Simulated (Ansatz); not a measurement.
Task: a check of forces and pressure against finite differences of Sn (distorted cell), with Ansatz's Python interface. Give the script and its output. Level of theory (first run): PBEsol, PAW, cutoff 540 eV, 7×7×8 k-points, Fermi-Dirac smearing of 0.05 eV.

```yaml
crystal:
  lattice:
    - [-1.58760, 1.74710, 2.29192]
    - [1.72245, -1.69399, 2.35116]
    - [1.62474, 1.73010, -2.25159]
  atoms:
    - { symbol: Sn, position: [0.00000, 0.00000, 0.00000] }
```

`sn_fdcheck.py`:
```python
# -*- coding: utf-8 -*-
"""Forces and pressure of Sn against finite differences of the energy with displaced atoms."""

import ansatz as az
import numpy as np

vectors0 = np.array([
    [-1.5876, 1.7471, 2.29192],
    [1.72245, -1.69399, 2.35116],
    [1.62474, 1.7301, -2.25159],
])
sites = [
    ("Sn", (0.0, 0.0, 0.0)),
]


def crystal_on(cell):
    crystal = az.Crystal(lattice=az.Lattice.of(cell))
    for symbol, position in sites:
        crystal = crystal.atom(symbol, position)
    return crystal

def solve(crystal):
    return (
        crystal.calculation()
        .functional("pbesol")
        .occupations(az.OccupationsMethod.FERMI_DIRAC, width=0.05)
        .scf(max_iterations=50)
        .basis(540, xc_grid=2)
        .kpoints(7, 7, 8)
        .scf(tolerance=1e-09)
        .forces()
        .stress()
        .run(threads=1)
    ).report


centre = solve(crystal_on(vectors0))
start = crystal_on(vectors0)
# move one atom both ways along a Cartesian axis
# P = -dF/dV; the difference feels the change of the plane-wave count with the cell
volume = abs(np.linalg.det(vectors0))
larger, smaller = (solve(crystal_on(vectors0 * (1 + sign * 0.005) ** (1 / 3)))["lagrangian_ev"] for sign in (1, -1))
numerical = -(larger - smaller) / (0.01 * volume) * 160.21766
print(f"pressure: analytic {np.trace(centre['stress_gpa']) / 3:.3f}, numerical {numerical:.3f} GPa")
```

```console
$ python sn_fdcheck.py
DeckWarning: output.stress: scf.convergence.dr2_threshold = 1e-9 eV is looser than the 1e-10 eV advised for a printed stress (1e-10 eV for each atom of the cell: 1). What an SCF threshold leaves in a [...]
pressure: analytic -0.922, numerical -0.921 GPa
```
(Warnings from the package without file and line, shortened.)

What to keep in mind:
- The mesh is modest for a metal, so energies can be off by several to tens of meV an atom and pressures by half a GPa or more; differences at equal mesh fare better.
- Pressure is positive in compression.
- The cell is a database structure, distorted on purpose.
- The central difference errs as the square of the step, so the shorter step is the fairer test; what remains comes from the finite grid and the SCF threshold.
- It ran for 13 s on 1 thread of Arm Neoverse V2, on a shared host, peak memory 0.43 GiB.
